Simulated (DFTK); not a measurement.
# Ag in DFTK: convergence with k mesh

The system is Ag.

```
Ag
1.0
    -1.65565    1.65565    1.65565
     1.65565   -1.65565    1.65565
     1.65565    1.65565   -1.65565
Ag
1
Direct
  0.00000 0.00000 0.00000
```

This isn't the form of Ag at room conditions, which is fcc.

* Program: DFTK 0.8.2
* Task: convergence study
* Functional: PBE
* Potentials or basis: dojo.nc.sr.pbe.v0_5.standard.upf (PBE)
* Cutoff: 1116 eV
* k mesh: 2 × 2 × 2
* Occupations: fermi-dirac, width 0.02 eV
* Spin: collinear spin, ferromagnetic start
* Starting moments: [0.5] μB

These are the settings of the first run; the series varies k mesh, with any setting tied to it.

Hardware: 1 thread of Intel(R) Xeon(R) 6975P-C (Granite Rapids) (shared host).

```csv
k mesh,"energy less the tightest run, at zero smearing (meV/atom)",pressure (GPa),absolute moment (μB),SCF cycles
2 × 2 × 2,1813.90,18.06,0.82,10
3 × 3 × 3,-362.45,-4.53,0.00,12
5 × 5 × 5,-22.89,-1.43,0.12,10
7 × 7 × 7,-20.21,-0.97,0.00,11
8 × 8 × 8,41.62,-1.02,0.09,11
10 × 10 × 10,20.36,-0.78,0.00,10
12 × 12 × 12,6.14,-0.54,0.00,9
14 × 14 × 14,0.00,-0.63,0.00,8
```

Against the tightest run, the pressure stays within 0.1 GPa from 12 × 12 × 12 on; the absolute moment stays within 0.02 μB from 10 × 10 × 10 on. Not settled before the last step: the energy (to 1 meV/atom). Meshes of other sizes hit other points, so gaps and Fermi surfaces needn't settle smoothly. The tightest run that finished is the yardstick and may itself not be fully converged.
